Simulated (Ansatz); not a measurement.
The system is MnO2.

```
Mn O
1.0
     2.85658    0.00000    0.00000
    -1.42829    2.47387    0.00000
     0.00000    0.00000    4.60137
Mn O
1 2
Direct
  0.00000 0.00000 0.50000
  0.33333 0.66667 0.70629
  0.66667 0.33333 0.29371
```

Measurements of this composition are mostly on another form, of space group No. 136.

Base run:

| Property | Result |
| --- | --- |
| Program | Ansatz 0.2.0 |
| Functional | PBEsol |
| Potentials or basis | Ansatz PAW |
| Cutoff | 420 eV (not typed: the program's choice for these potentials) |
| k mesh | 11 × 11 × 6 |
| Occupations | fermi-dirac, width 0.05 eV |
| Spin | collinear spin, ferromagnetic start |
| Starting moments | [4.0, 0.0, 0.0] μB |

Its results: band gap on the k mesh 0.73 eV, indirect (least direct gap 0.79 eV); pressure -2.2 GPa; net moment 3.00 μB per cell; site moments Mn +2.49; O +0.05 μB; largest force 0.164 eV/Å.

**Question.** The run is repeated on the same cell with these changes: functional from PBEsol to LDA. What comes out?

**Answer.** Band gap on the k mesh 0.44 eV, indirect (least direct gap 0.49 eV); pressure -8.9 GPa; net moment 3.00 μB per cell; site moments Mn +2.47; O +0.06 μB; largest force 0.553 eV/Å.

LDA binds more tightly than PBEsol, so the same cell stands under less pressure.

Caveats: a cell with one magnetic atom can't hold antiferromagnetic order, which such compounds often take; the PAW data sets come from PBE, with cores solved anew for the run's functional, which leaves a small shift of forces and pressure.
